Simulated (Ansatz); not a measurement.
Compressing Ag: a fit and a missing row

Ag, Fm-3m, a = 4.054 Å. Ansatz: PBEsol, PAW, 420 eV, Γ-centred 18×18×18 mesh on 1 atom, Gaussian smearing 0.10 eV; no spin polarisation. Symmetry fixes shape and atoms, so the cell is only scaled; pressure is positive in compression.

```tsv
V (Å³/atom)	P (GPa)
14.662	21.93
15.162	14.75
15.662	?
16.162	3.99
16.662	0.00
17.162	-3.25
17.662	-5.91
18.328	-8.68
```

Task: Take V0 = 16.662 Å³/atom, fit the third-order Birch–Murnaghan form to the other rows, and predict the missing pressure.

Result: With the Eulerian strain f = ½[(V0/V)^(2/3) − 1] and y = P/[3f(1 + 2f)^(5/2)], the form is the line y = B0 + 1.5 B0 (B0′ − 4) f. Rows (f, y): 0.04449, 132.8; 0.03246, 129.4; 0.01026, 123.2; -0.00976, 116.6; -0.01906, 113.9; -0.03078, 110.2. Means f = 0.004602, y = 121.02; Σ(Δf)² = 0.004417, ΣΔfΔy = 1.330; the slope is their ratio. y = 119.6 + 301.2 f GPa, so B0 = 119.6 GPa and B0′ = 4 + 2 × (301.2)/(3 × 119.6) = 5.68. At V = 15.662, f = 0.02106, y = 125.94 and P = 8.82 GPa. The run gave 8.84 GPa, so the fit is 0.02 GPa too low, within twice the rms miss on the fitted rows (0.02 GPa).